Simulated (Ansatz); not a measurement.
**In3GaAs4: competing structures**

Method: DFT PBE, scalar-relativistic, plane waves, PAW in Ansatz 0.2.0. Settings: cutoff 420 eV, Γ-centred meshes spaced at most about 0.3 Å⁻¹, and about 0.25 Å⁻¹ or finer for metals (2π included), Gaussian smearing. No spin polarisation.

Energies over the elements count from the elements' standard structures at the same level, with no fitted energy shifts.

These are static total energies at zero pressure. Only the structures computed here compete, so a lower one can exist. The k mesh leaves some 4 meV/atom of noise in the energy of each metallic cell. The zero gap of I-42m, Pmm2, P-43m, P-4m2, R3m and others may come from the functional, which often closes small gaps. The reference form of As is held partly by dispersion forces, which this level lacks.

Invented guesses were relaxed alike, and ends that match in structure were merged. ΔE counts from the first row. Coordination counts As atoms around Ga and In (those within 1.25 times the shortest such distance or 1.15 times the sum of covalent radii, 1.27 where that leaves under three). The ends were matched against large subsets of the Crystallography Open Database and the Materials Project, so a missing match doesn't prove that a structure is unreported.

```tsv
#	reached from	type and space group	atoms	Å³/atom	coordination	ΔE (meV/atom)	gap on mesh (eV)	in databases	checks
1	a cell proposed by chemical analogy	I-42m (No. 121)	8	28.0	In 4, Ga 4	0	0.00	no match	-
2	Cd4Te3Se type (Pmm2)	Pmm2 (No. 25)	8	28.0	In 4, Ga 4	4	0.00	no match	-
3	In and Ga ordered on zinc blende sites	P-43m (No. 215)	8	28.1	In 4, Ga 4	6	0.00	no match	no imaginary mode at Γ (other wave vectors untested)
4	In and Ga ordered on zinc blende sites	P-4m2 (No. 115)	8	28.1	In 4, Ga 4	7	0.00	no match	-
5	a cell proposed by chemical analogy	R3m (No. 160)	8	28.1	In 4, Ga 4	13	0.00	no match	-
6	In and Ga ordered on wurtzite sites	P3m1 (No. 156)	8	28.1	In 4, Ga 4	23	0.00	no match	phonons real on a 2×2×1 q mesh, imaginary between its points (to 6i cm⁻¹, which can come from the interpolation)
```

The first two are tied within the noise. The first: Space group I-42m (No. 121), tetragonal, a = 6.077 Å, c = 12.138 Å. Around In on a site of symmetry -42m lie 4 As at 2.69 Å; around In on a site of symmetry -4 lie 4 As at 2.67 Å; around Ga lie 4 As at 2.51 Å; As has 1 Ga at 2.51 Å and 3 In at 2.67–2.69 Å. Its energy over the elements is −0.26 eV/atom. Whether it is stable depends on the other phases of the system, which aren't compared here. An observed structure of this formula, if there is one, may be missing.

```
CELL_PARAMETERS angstrom
-3.03856 3.03856 6.06899
3.03856 -3.03856 6.06899
3.03856 3.03856 -6.06899
ATOMIC_POSITIONS crystal
In 0.50000 0.50000 0.00000
In 0.25000 0.75000 0.50000
In 0.75000 0.25000 0.50000
Ga 0.00000 0.00000 0.00000
As 0.11742 0.11742 0.47496
As 0.64247 0.64247 0.52504
As 0.35753 0.88258 0.00000
As 0.88258 0.35753 0.00000
```

The second: Space group Pmm2 (No. 25), orthorhombic, a = 4.292 Å, b = 8.597 Å, c = 6.081 Å. In on a site of symmetry m has 4 As at 2.66–2.67 Å; In on a site of symmetry mm2 has 4 As at 2.66–2.69 Å; Ga is surrounded by 4 As at 2.50–2.55 Å; around As on a site of symmetry mm2 lie 2 Ga at 2.55 Å and 2 In at 2.67 Å; 2 more sites not described. Counting As atoms around Ga and In, the first and the second both have In 4, Ga 4. Shaken at random and relaxed again, row 3 came back. Shaken at random and relaxed again, row 4 came back. Shaken at random and relaxed again, row 6 came back. Cells without such a test can be saddle points.
